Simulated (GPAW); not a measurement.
Ir:

```
Ir
1.0
     2.75138    0.00000    0.00000
    -1.37569    2.38276    0.00000
     0.00000    0.00000    4.46229
Ir
2
Direct
  0.33333 0.66667 0.25000
  0.66667 0.33333 0.75000
```

This isn't the form of Ir at room conditions, which is fcc.

| Item | Value |
| --- | --- |
| Program | GPAW 26.7.0 |
| Task | relaxation of cell and atoms |
| Functional | PBEsol |
| Dispersion | D3 |
| Potentials or basis | PAW data sets generated in the run's folder for this functional |
| Cutoff | 600 eV |
| Basis | pw |
| k mesh | 8 × 8 × 5 |
| Occupations | fermi-dirac, width 0.05 eV |
| Spin | no spin polarisation |

At the start: pressure -19.9 GPa; volume 14.63 Å³/atom.

Task: Where does the relaxation end?

Result: Over 6 steps the energy falls by 53.8 meV/atom and the volume is 13.81 Å³/atom (-5.6 %); space group P6_3/mmc (No. 194, to 0.05 Å).

The path:
```tsv
step	energy change (eV)	largest force (eV/Å)	pressure (GPa)	volume (Å³)
1	0.0000	0.0000	-19.94	29.25
2	-0.0959	0.0000	-7.09	28.14
3	-0.1073	0.0000	0.71	27.57
4	-0.1075	0.0000	0.00	27.62
5	-0.1075	0.0000	-0.04	27.62
6	-0.1076	0.0000	-0.02	27.62
```

Final structure:
```
CELL_PARAMETERS angstrom
2.70238 0.00000 0.00000
-1.35119 2.34033 0.00000
0.00000 0.00000 4.36726
ATOMIC_POSITIONS crystal
Ir 0.33333 0.66667 0.25000
Ir 0.66667 0.33333 0.75000
```

Caveat: later steps reuse the first step's grids; pairwise dispersion overbinds metals, which lowers pressure and volume.
